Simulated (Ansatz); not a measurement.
Calculated with Ansatz (gas phase, PBE0-D4/def2-TZVP geometries, no zero-point term in ΔE). CCSD(T)/CBS adds triple-zeta CCSD(T) − MP2 to the extrapolated MP2 energy (def2 sets, frozen cores). Functionals use def2-TZVPP. B3LYP here is the variant with VWN-RPA as its local correlation; programs differ in this. One conformer a species, not always the lowest.

`C=[CH][AlH][SiH2]Cl` + `CC(=O)O` → `CC(=O)O[SiH2]Cl` + `C=[CH][AlH2]`  (cleavage of the Si–Al bond)

| level | ΔE (kJ/mol) |
| --- | --- |
| B3LYP-D4 | -80.3 |
| r2SCAN | -79.3 |
| MP2/def2-TZVPP | -93.0 |
| HF/CBS(def2) | -102.3 |

(1) What does CCSD(T)/CBS give? (Estimate.)

Largest T1 diagnostic among the species: 0.015.

Results:

(1) Computed: -84.3 kJ/mol. The listed levels differ from it by 4.0, 5.0, -8.7, -18.0 kJ/mol.

In def2-TZVPP, CCSD(T) changes the Hartree–Fock value by +15.1 kJ/mol (the triples alone add +1.5 kJ/mol) and MP2 by +6.8 kJ/mol. From PBE to PBE0 (25 % exact exchange), in def2-TZVPP and without D4, ΔE moves by −7.1 kJ/mol.

CCSD(T)/CBS has its own doubt, a few kJ/mol and more with outer-core shells, so smaller differences from it don't rank the levels.
